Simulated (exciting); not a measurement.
# O K-edge absorption of ZnO (zincite), all-electron BSE, part 2 of 3

How far do the exchange and direct terms reshape the O K edge of ZnO (zincite)?

exciting sodium; X-ray absorption, core-level Bethe-Salpeter equation, exchange and statically screened direct term, Tamm-Dancoff, all-electron LAPW+lo PBEsol.

So far. Step 3 (A richer basis for the empty states): Against the first ground state the total energy moves by -12 meV an atom and the gap by -0.01 eV.

## 4. Screening, kernels and BSE for O atom 3

The absorber has 4 Zn at 1.97 Å (tetrahedral, site symmetry 3m).

Contents of input.xml:

```
<input>
  <title>ZnO</title>
  <structure speciespath="." autormt="false" epslat="1.0e-5">
    <crystal>
      <basevect>6.1403022134 0.0000000000 0.0000000000</basevect>
      <basevect>-3.0701511067 5.3176577037 0.0000000000</basevect>
      <basevect>0.0000000000 0.0000000000 9.8373642927</basevect>
    </crystal>
    <species speciesfile="Zn.xml" rmt="2.097">
      <atom coord="0.6666666667 0.3333333333 0.0000000000"/>
      <atom coord="0.3333333333 0.6666666667 0.5000000000"/>
    </species>
    <species speciesfile="O.xml" rmt="1.520">
      <atom coord="0.3333333333 0.6666666667 0.8790100000"/>
      <atom coord="0.6666666667 0.3333333333 0.3790100000"/>
    </species>
  </structure>
  <groundstate do="skip" xctype="GGA_PBE_SOL" ngridk="5 5 3" rgkmax="7" gmaxvr="14" nempty="8" swidth="0.001" maxscl="100" epsengy="1e-5"/>
  <xs xstype="BSE" ngridk="5 5 3" ngridq="5 5 3" vkloff="0.097 0.273 0.493" rgkmax="7" nempty="23" gqmax="3" lmaxapwwf="5" lmaxemat="2" broad="0.01654" tevout="true">
    <energywindow intv="18.076 19.693" points="439"/>
    <screening screentype="full" nempty="41"/>
    <BSE xas="true" xasspecies="2" xasatom="1" xasedge="K" bsetype="singlet" nstlxas="1 19"/>
    <qpointset>
      <qpoint>0 0 0</qpoint>
    </qpointset>
    <plan>
      <doonly task="xsgeneigvec"/>
      <doonly task="writepmatxs"/>
      <doonly task="scrgeneigvec"/>
      <doonly task="scrwritepmat"/>
      <doonly task="screen"/>
      <doonly task="scrcoulint"/>
      <doonly task="exccoulint"/>
    </plan>
  </xs>
</input>
```

Contents of input.xml for the last start (plan only):

```
  <plan>
    <doonly task="bse"/>
  </plan>
```

On the command line:

```console
> OMP_NUM_THREADS=1 mpirun -n 4 exciting
> OMP_NUM_THREADS=4 exciting
```

Numbers of over 12 decimals in the logs are rounded to 6 here.

The program printed:

```text
| EXCITING SODIUM started for task xsgeneigvec ( 301)                          =
One-shot GS runs for BSE calculations
One-shot GS runs for k+qmt/2 grids
Info(xsgeneigvec): Generating eigenvectors for Q-point      1
Info(xsgeneigvec): Generation of eigenvectors finished
| EXCITING SODIUM started for task writepmatxs ( 320)                          =
Info(writepmatxs): Momentum matrix elements finished
| EXCITING SODIUM started for task scrgeneigvec ( 401)                         =
One-shot GS runs for BSE calculations
One-shot GS runs for k+qmt/2 grids
Info(xsgeneigvec): Generating eigenvectors for Q-point      1
Using screening GS parameters.
Info(xsgeneigvec): Generation of eigenvectors finished
| EXCITING SODIUM started for task scrwritepmat ( 420)                         =
Info(writepmatxs): Momentum matrix elements finished
Info(scrwritepmat): Momentum matrix elements for screening finished
| EXCITING SODIUM started for task screen ( 430)                               =
Info(screenlauncher): Calculating screening for unshifted q-grid.
Info(screenlauncher): Number of q points:      15
Info(screenlauncher): lowest (partially)  unoccupied state:     25
Info(screenlauncher): highest (partially) occupied state  :     24
Info(screenlauncher): number of occupied states considered:   24
Info(screenlauncher): number of unoccupied states considered:   42
Info(screenlauncher): Starting loop over q-points
Info(screenlauncher): Screening for unshifted q-grid finished
Info(screenlauncher): Screening finished
| EXCITING SODIUM started for task scrcoulint ( 440)                           =
Info(scrcoulintlauncher): Setting up screened Coulomb interaction matrix W.
Info(scrcoulintlauncher): Using momentum transfer vectors from list :   1 to  1
Info(scrcoulintlauncher): Calculating screened Coulomb interaction matrix W
Info(scrcoulintlauncher): Momentum transfer list index: iqmt=  1
Info(scrcoulintlauncher): Momentum transfer: vqmtl=   0.000   0.000   0.000
Info(scrcoulintlauncher): Calculating RR block of W
Info(scrcoulint): Inspecting occupations...
Info(setranges_modxs): Number of non-reduced k-points:       75
Info(setranges_modxs): Number of states considered:       48
Info(setranges_modxs): Number of (partially) occupied states:        2
Info(setranges_modxs): Highest (partially) occupied states:       24
Info(setranges_modxs): Number of (partially) unoccupied states:       24
Info(setranges_modxs): Lowest (partially) unoccupied states:       25
Info(scrcoulint): Selecting transitions...
Info(select_transitions): Inspecting transitions in the  band interval:
  lowest occupied state:   1
  highest occupied state:   2
  lowest unoccupied state:  25
  highest unoccupied state:  43
  Opening gap with a scissor of:      0.000/H      0.000/eV
Info(select_transitions): Number of participating transitions:    2850
Info(scrcoulint): Size of file SCCLI will be about     0.061324 GB
Info(scrcoulint): Using q-grid
Info(scrcoulint): Number of reduced q-points:     15
Info(scrcoulint): Number of non-reduced q-points:     75
Info(scrcoulint): Calculating W(G1,G2,qr) fourier coefficients
Info(scrcoulint): Calculating W matrix elements
Info(scrcoulintlauncher): Screened coulomb interaction finished for iqmt=   1
| EXCITING SODIUM started for task exccoulint ( 441)                           =
Info(exccoulintlauncher): Setting up exchange interaction matrix V.
Info(exccoulintlauncher): Using momentum transfer vectors from list :   1 to  1
Info(exccoulintlauncher):Calculating exchange interaction matrix V
Info(exccoulintlauncher): Momentum transfer list index: iqmt=  1
Info(exccoulintlauncher): Momentum transfer: vqmtl=   0.000   0.000   0.000
Info(exccoulintlauncher): Calculating RR block of V
Info(exccoulint): Inspecting occupations...
Info(setranges_modxs): Number of non-reduced k-points:       75
Info(setranges_modxs): Number of states considered:       48
Info(setranges_modxs): Number of (partially) occupied states:        2
Info(setranges_modxs): Highest (partially) occupied states:       24
Info(setranges_modxs): Number of (partially) unoccupied states:       24
Info(setranges_modxs): Lowest (partially) unoccupied states:       25
Info(exccoulint): Selecting transitions...
Info(select_transitions): Inspecting transitions in the  band interval:
  lowest occupied state:   1
  highest occupied state:   2
  lowest unoccupied state:  25
  highest unoccupied state:  43
  Opening gap with a scissor of:      0.000/H      0.000/eV
Info(select_transitions): Number of participating transitions:    2850
Info(exccoulint): Size of file EXCLI will be about     0.061324 GB
Info(exccoulint): Generating plane wave matrix elements for momentum transfer iqmt=   1
  Timing (in seconds)	   :     170.856
Info(exccoulint): Generating V matrix elements
Info(exccoulint): Zeroing Coulomb potential at G+qmt index:  1
Info(exccoulintlauncher): Exchange interaction finished for iqmt=   1
| EXCITING SODIUM started for task bse ( 445)                                  =
Info(bselauncher): Init time:    0.408566
Info(bselauncher): Setting up and diagonalizing BSE Hamiltonian.
Info(bselauncher): Using momentum transfer vectors from list :   1 to  1
Info(bselauncher): Distributing qmt-points over   1 processes.
Info(bselauncher): BSE type: singlet
Info(bselauncher): Momentum transfer list index: iqmt=  1
Info(bselauncher): Momentum transfer: vqmtl=   0.000   0.000   0.000
Info(bse): Inspecting occupations...
Info(setranges_modxs): Number of non-reduced k-points:       75
Info(setranges_modxs): Number of states considered:       48
Info(setranges_modxs): Number of (partially) occupied states:        2
Info(setranges_modxs): Highest (partially) occupied states:       24
Info(setranges_modxs): Number of (partially) unoccupied states:       24
Info(setranges_modxs): Lowest (partially) unoccupied states:       25
Info(select_transitions): Inspecting transitions in the  band interval:
  lowest occupied state:   1
  highest occupied state:   2
  lowest unoccupied state:  25
  highest unoccupied state:  43
  Opening gap with a scissor of:      0.000/H      0.000/eV
Info(select_transitions): Number of participating transitions:    2850
Info(bse): Selecting transitions...
Info(bse):bsegap (eV):   504.757559
Info(bse): Assembling BSE matrix
  RR/RA blocks of global BSE-Hamiltonian:
  Size of the Hamiltonian:    2850
  Number of k-points:      75
  Distributing matrix to   1 processes
  Local matrix shape   2850 x  2850
Info(bse): max local RAM needed for BSE matrices ~     0.121035 GB
Info(setup_bse_block): Setting up RR part of hamiltonian
Info(setup_bse_block): Singlet spin state
Info(bse): Diagonalizing RR Hamiltonian (TDA)
Info(bse): Invoking Lapack routine ZHEEVR
      2850 eigen solutions found in the interval:
         i1=       1 i2=    2850
Info(bse): Writing excition energies and oscillator strengths to text file.
Info(makespectrum_dist): Making spectrum using formula for coupling with time reversed AR basis.
Info(makespectrum_dist): Using formalism for vanishing momentum transfer.
Info(writederived): Writing quantities derived from the macroscopic dielectric function.
Info(bselauncher): Spectrum finished for iqmt=  1
Info(bselauncher): All done for BSE type singlet
```

Wall time 9.1 min (4 MPI ranks of Arm Neoverse V2, shared host).

Wall time by task: xsgeneigvec 17 s, writepmatxs 5.7 s, scrgeneigvec 17 s, scrwritepmat 3.2 s, screen 2.4 min, scrcoulint 2.8 min, exccoulint 2.9 min, bse 12 s.

The O K spectrum of O atom 3 (energy from the Kohn–Sham onset, core level to the lowest empty state found on the meshes used, 503.87 eV; the ground-state mesh sets it, and the shifted mesh has its lowest transition 0.89 eV above it; Im ε scaled to the maximum of the singlet run; cut below the end of the band set):

```tsv
E (eV)	isotropic	ε ⊥ c	ε ∥ c
-3.0	0.02	0.02	0.02
-2.5	0.03	0.03	0.03
-2.0	0.03	0.03	0.03
-1.5	0.04	0.04	0.04
-1.0	0.05	0.05	0.05
-0.5	0.08	0.07	0.08
0.0	0.13	0.12	0.15
0.5	0.23	0.22	0.26
1.0	0.36	0.38	0.33
1.5	0.50	0.53	0.44
2.0	0.70	0.68	0.75
2.5	0.86	0.83	0.91
3.0	0.90	0.91	0.87
3.5	0.91	0.92	0.87
4.0	0.88	0.91	0.83
4.5	0.88	0.91	0.82
5.0	0.95	0.95	0.96
5.5	0.99	1.04	0.90
6.0	0.97	1.10	0.72
6.5	0.85	0.90	0.76
7.0	0.52	0.50	0.56
7.5	0.32	0.31	0.35
8.0	0.30	0.25	0.39
8.5	0.39	0.24	0.68
9.0	0.36	0.27	0.54
9.5	0.31	0.29	0.35
10.0	0.29	0.30	0.28
10.5	0.29	0.32	0.23
11.0	0.30	0.36	0.19
11.5	0.29	0.35	0.16
12.0	0.29	0.35	0.16
12.5	0.25	0.30	0.17
13.0	0.19	0.21	0.16
13.5	0.17	0.17	0.15
14.0	0.17	0.16	0.19
14.5	0.17	0.14	0.23
15.0	0.16	0.11	0.24
15.5	0.12	0.09	0.17
16.0	0.10	0.08	0.13
16.5	0.10	0.09	0.13
17.0	0.12	0.10	0.15
17.5	0.13	0.11	0.17
18.0	0.15	0.14	0.18
18.5	0.19	0.18	0.22
19.0	0.18	0.17	0.20
19.5	0.17	0.14	0.21
20.0	0.18	0.16	0.24
20.5	0.22	0.21	0.25
21.0	0.24	0.25	0.23
21.5	0.24	0.27	0.19
```

Maxima (height): 3.7 eV (0.91), 5.3 eV (1.00), 8.7 eV (0.40), 10.9 eV (0.31), 18.6 eV (0.19) and 21.2 eV (0.25).

The Hamiltonian has 2850 rows. The lowest groups of eigenvalues and the brightest ones, on the scale above (the program counts from the shifted mesh's onset, 0.89 eV higher). Core spinors bring spin-forbidden partners, so dark means forbidden by spin or by symmetry, and the shifted mesh splits states that symmetry would keep together:

```tsv
energy (eV)	states within 10 meV	relative strength
0.262	2	0.081
0.438	2	0.35
0.814	2	0.48
1.031	2	0.24
1.122	2	0.59
1.279	2	0.14
1.743	2	0.90
2.195	2	0.99
2.290	4	0.88
3.056	2	0.92
3.795	2	0.75
5.329	2	0.84
6.289	4	1.00
```

## 5. Independent particles

Edit input.xml of step 4 so:

```diff
@@ -21,3 +21,3 @@
     <screening screentype="full" nempty="41"/>
-    <BSE xas="true" xasspecies="2" xasatom="1" xasedge="K" bsetype="singlet" nstlxas="1 19"/>
+    <BSE xas="true" xasspecies="2" xasatom="1" xasedge="K" bsetype="IP" nstlxas="1 19"/>
     <qpointset>
@@ -26,9 +26,3 @@
     <plan>
-      <doonly task="xsgeneigvec"/>
-      <doonly task="writepmatxs"/>
-      <doonly task="scrgeneigvec"/>
-      <doonly task="scrwritepmat"/>
-      <doonly task="screen"/>
-      <doonly task="scrcoulint"/>
-      <doonly task="exccoulint"/>
+      <doonly task="bse"/>
     </plan>
```

On the command line:

```console
> OMP_NUM_THREADS=4 exciting
```

The program printed:

```text
| EXCITING SODIUM started for task bse ( 445)                                  =
Info(bselauncher): Init time:    0.416362
Info(bselauncher): Setting up and diagonalizing BSE Hamiltonian.
Info(bselauncher): Using momentum transfer vectors from list :   1 to  1
Info(bselauncher): Distributing qmt-points over   1 processes.
Info(bselauncher): BSE type: IP
Info(bselauncher): Momentum transfer list index: iqmt=  1
Info(bselauncher): Momentum transfer: vqmtl=   0.000   0.000   0.000
Info(bse): Inspecting occupations...
Info(setranges_modxs): Number of non-reduced k-points:       75
[...]
highest unoccupied state:  43
  Opening gap with a scissor of:      0.000/H      0.000/eV
Info(select_transitions): Number of participating transitions:    2850
Info(bse): Selecting transitions...
Info(bse):bsegap (eV):   504.757559
Info(bse): IP requested, nothing much to do
Info(bse): Writing excition energies and oscillator strengths to text file.
Info(makespectrum_dist): Making spectrum using formula for coupling with time reversed AR basis.
Info(makespectrum_dist): Using formalism for vanishing momentum transfer.
Info(writederived): Writing quantities derived from the macroscopic dielectric function.
Info(bselauncher): Spectrum finished for iqmt=  1
Info(bselauncher): All done for BSE type IP
```

The job ended after 1.5 s (4 threads).

Maxima (height): 7.8 eV (1.34), 9.8 eV (0.57), 13.2 eV (0.50) and 19.3 eV (0.22). Against the singlet run the r.m.s. difference is 73 %. Moving the earlier curve by +2.9 eV leaves 36 %. The highest maximum lies at 7.8 eV (1.34), against 5.3 eV (1.00).

## 6. Exchange alone

Edit input.xml of step 5 so:

```diff
@@ -21,3 +21,3 @@
     <screening screentype="full" nempty="41"/>
-    <BSE xas="true" xasspecies="2" xasatom="1" xasedge="K" bsetype="IP" nstlxas="1 19"/>
+    <BSE xas="true" xasspecies="2" xasatom="1" xasedge="K" bsetype="RPA" nstlxas="1 19"/>
     <qpointset>
```

On the command line:

```console
> OMP_NUM_THREADS=4 exciting
```

The program printed:

```text
| EXCITING SODIUM started for task bse ( 445)                                  =
Info(bselauncher): Init time:    0.410061
Info(bselauncher): Setting up and diagonalizing BSE Hamiltonian.
Info(bselauncher): Using momentum transfer vectors from list :   1 to  1
Info(bselauncher): Distributing qmt-points over   1 processes.
Info(bselauncher): BSE type: RPA
Info(bselauncher): Momentum transfer list index: iqmt=  1
Info(bselauncher): Momentum transfer: vqmtl=   0.000   0.000   0.000
Info(bse): Inspecting occupations...
Info(setranges_modxs): Number of non-reduced k-points:       75
[...]
Info(setup_bse_block): Setting up RR part of hamiltonian
Info(setup_bse_block): Using RPA approximation
Info(bse): Diagonalizing RR Hamiltonian (TDA)
Info(bse): Invoking Lapack routine ZHEEVR
      2850 eigen solutions found in the interval:
         i1=       1 i2=    2850
Info(bse): Writing excition energies and oscillator strengths to text file.
Info(makespectrum_dist): Making spectrum using formula for coupling with time reversed AR basis.
Info(makespectrum_dist): Using formalism for vanishing momentum transfer.
Info(writederived): Writing quantities derived from the macroscopic dielectric function.
Info(bselauncher): Spectrum finished for iqmt=  1
Info(bselauncher): All done for BSE type RPA
```

The job ended after 12 s (4 threads).

Maxima (height): 7.8 eV (1.32), 9.9 eV (0.58), 13.2 eV (0.51) and 19.3 eV (0.22). The spectrum differs from the independent-particle run by 3 % r.m.s.

## 7. A changed run

In this try the input is made faulty on purpose, to show what that does.

Edit input.xml of step 6 so:

```diff
@@ -18,6 +18,6 @@
   <groundstate do="skip" xctype="GGA_PBE_SOL" ngridk="5 5 3" rgkmax="7" gmaxvr="14" nempty="8" swidth="0.001" maxscl="100" epsengy="1e-5"/>
-  <xs xstype="BSE" ngridk="5 5 3" ngridq="5 5 3" vkloff="0.097 0.273 0.493" rgkmax="7" nempty="23" gqmax="3" lmaxapwwf="5" lmaxemat="2" broad="0.01654" tevout="true">
+  <xs xstype="BSE" ngridk="5 5 3" ngridq="5 5 3" vkloff="0.097 0.273 0.493" rgkmax="7" nempty="7" gqmax="3" lmaxapwwf="5" lmaxemat="2" broad="0.01654" tevout="true">
     <energywindow intv="18.076 19.693" points="439"/>
     <screening screentype="full" nempty="41"/>
-    <BSE xas="true" xasspecies="2" xasatom="1" xasedge="K" bsetype="RPA" nstlxas="1 19"/>
+    <BSE xas="true" xasspecies="2" xasatom="1" xasedge="K" bsetype="singlet" nstlxas="1 3"/>
     <qpointset>
@@ -26,3 +26,5 @@
     <plan>
-      <doonly task="bse"/>
+      <doonly task="writepmatxs"/>
+      <doonly task="scrcoulint"/>
+      <doonly task="exccoulint"/>
     </plan>
```

Contents of input.xml for the last start (plan only):

```
  <plan>
    <doonly task="bse"/>
  </plan>
```

On the command line:

```console
> OMP_NUM_THREADS=1 mpirun -n 4 exciting
> OMP_NUM_THREADS=4 exciting
```

The program printed:

```text
| EXCITING SODIUM started for task writepmatxs ( 320)                          =
Info(writepmatxs): Momentum matrix elements finished
| EXCITING SODIUM started for task scrcoulint ( 440)                           =
Info(scrcoulintlauncher): Setting up screened Coulomb interaction matrix W.
Info(scrcoulintlauncher): Using momentum transfer vectors from list :   1 to  1
Info(scrcoulintlauncher): Calculating screened Coulomb interaction matrix W
Info(scrcoulintlauncher): Momentum transfer list index: iqmt=  1
[...]
Info(setup_bse_block): Setting up RR part of hamiltonian
Info(setup_bse_block): Singlet spin state
Info(bse): Diagonalizing RR Hamiltonian (TDA)
Info(bse): Invoking Lapack routine ZHEEVR
       450 eigen solutions found in the interval:
         i1=       1 i2=     450
Info(bse): Writing excition energies and oscillator strengths to text file.
Info(makespectrum_dist): Making spectrum using formula for coupling with time reversed AR basis.
Info(makespectrum_dist): Using formalism for vanishing momentum transfer.
Info(writederived): Writing quantities derived from the macroscopic dielectric function.
Info(bselauncher): Spectrum finished for iqmt=  1
Info(bselauncher): All done for BSE type singlet
```

The job ended after 1.7 min (4 MPI ranks).

Wall time by task: writepmatxs 4.9 s, scrcoulint 64 s, exccoulint 29 s, bse 0.72 s.

(Continued in part 3 of 3.)

[Banner, clock and machine lines of the logs are left out without a mark of their own.]

[Logs are printed without paths, hosts, clocks, repeated set-up lines and the standing remarks that a program may print on its own settings, such as how far it seeks lower states.]

[Hosts, paths, dates, database ids (printed as entryN), source tags and the programs' standing remarks are cut or masked in the printed files.]
